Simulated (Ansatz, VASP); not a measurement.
## One calculation of SiGe, two programs

INCAR

```
ALGO = Normal
EDIFF = 1E-6
ENCUT = 520
GGA = PS
ISIF = 2
ISMEAR = 0
LASPH = True
LCHARG = True
LELF = True
LREAL = False
LVHAR = True
LWAVE = False
NBANDS = 26
NELM = 100
PREC = Accurate
SIGMA = 0.03
```

File KPOINTS:

```
k-points
0
Gamma
  12 12 6
```

The input POSCAR:

```
SiGe
1.0
    4.1218011386      0.0000000000      0.0000000000
   -2.0609005693      3.5695844954      0.0000000000
    0.0000000000      0.0000000000      5.7883979793
Si Ge
2 2
Direct
    0.6666666667      0.3333333333      0.8746070000
    0.3333333333      0.6666666667      0.3746070000
    0.6666666667      0.3333333333      0.5003920000
    0.3333333333      0.6666666667      0.0003920000
```

Input for Ansatz:

```yaml
crystal:
  lattice:
    - [4.1218011386, 0.0, 0.0]
    - [-2.0609005693, 3.5695844954, 0.0]
    - [0.0, 0.0, 5.7883979793]
  atoms:
    - { symbol: Si, position: [0.6666666667, 0.3333333333, 0.874607] }
    - { symbol: Si, position: [0.3333333333, 0.6666666667, 0.374607] }
    - { symbol: Ge, position: [0.6666666667, 0.3333333333, 0.500392] }
    - { symbol: Ge, position: [0.3333333333, 0.6666666667, 0.000392] }
basis:
  ecutwfc: 420
kpoints:
  mp_grid: { grid: [12, 12, 6] }
hamiltonian:
  xc: pbesol
scf:
  occupations: { method: gaussian, width: 0.03 }
output:
  forces: true
  stress: true
  eigenvalues: true
  write_density: true
  write_potential: true
  elf: true
  volumetric_format: npy
```

Alike in both runs: task single point; functional PBEsol; k mesh 12 × 12 × 6; occupations gaussian, width 0.03 eV; no spin polarisation.

|  | VASP | Ansatz |
| --- | --- | --- |
| version | VASP 6.6.1 | Ansatz 0.2.0 |
| potentials or method | VASP PAW PBE potentials, release 64 (Si, Ge_d) | scalar-relativistic, plane waves, PAW |
| plane-wave cutoff (eV) | 520 | 420 |
| valence electrons in the cell | 36 | 36 |

```csv
,VASP,Ansatz,Ansatz less VASP
gap on the k mesh at the Fermi level (eV),none,none,-
pressure (GPa),3.9,3.9,+0.03
largest component of the traceless stress (GPa),26.37,26.37,+0.002
rms of the force components (eV/Å),1.539,1.545,+0.0067
```

Atom by atom the forces differ by 0.007 eV/Å (rms over components). A gap of «none» marks a metal or a gap that the smearing closes.

Caveats: the PAW data sets were made with another functional, which shifts forces and pressure a little (VASP).
